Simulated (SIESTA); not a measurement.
**Rh: single point with PBE**

Rh:

```
CELL_PARAMETERS angstrom
-0.03933 1.88309 1.96246
1.90193 0.03281 1.89032
1.92465 1.83367 0.01009
ATOMIC_POSITIONS crystal
Rh 0.00477 0.00350 0.99418
```

The cell isn't the ideal one: cell strained at random at fixed volume.

```
Program             : SIESTA 5.4.2
Task                : single point
Functional          : PBE
Potentials or basis : PseudoDojo 0.4 standard (PBE files)
Basis               : DZP (energy shift 0.003 Ry; two zetas on semicore shells)
Grid cutoff         : 800 Ry
Energy shift        : 0.003 Ry
k mesh              : 12 × 12 × 12
Occupations         : fermi-dirac, width 0.05 eV
Spin                : no spin polarisation
```

The pressure is 13.0 GPa. The band gap on the k mesh is none (metal or under the smearing width).

Stress tensor (GPa, compression positive):
```
  8.23   2.13   5.94
  2.13  19.73 -10.61
  5.94 -10.61  10.96
```

Levels at points of the mesh, in eV from the Fermi level:
```tsv
k point	band 6	band 7	band 8	band 9	band 10	band 11
(0.00, 0.00, 0.00)	-3.53	-3.18	-2.68	-1.26	-0.69	28.42
(0.50, 0.00, 0.00)	-3.45	-2.81	0.33	0.38	0.62	8.22
(0.00, 0.50, 0.00)	-3.62	-2.84	0.47	0.80	1.15	9.57
(0.50, 0.50, 0.00)	-5.98	0.43	0.77	1.19	3.15	12.39
(0.00, 0.00, 0.50)	-3.33	-3.03	0.22	0.86	0.92	9.17
(0.50, 0.00, 0.50)	-6.05	0.45	0.96	1.09	4.08	13.60
(0.00, 0.50, 0.50)	-5.99	0.48	0.82	1.13	3.00	12.21
(0.50, 0.50, 0.50)	-3.77	-2.57	0.44	0.68	0.77	8.91
```

Wall time 43 s on 1 thread of Arm Neoverse V1 (shared host), peak memory 0.22 GiB.

Caveat: the basis of atomic orbitals isn't converged, which shifts pressures, moduli and gaps.
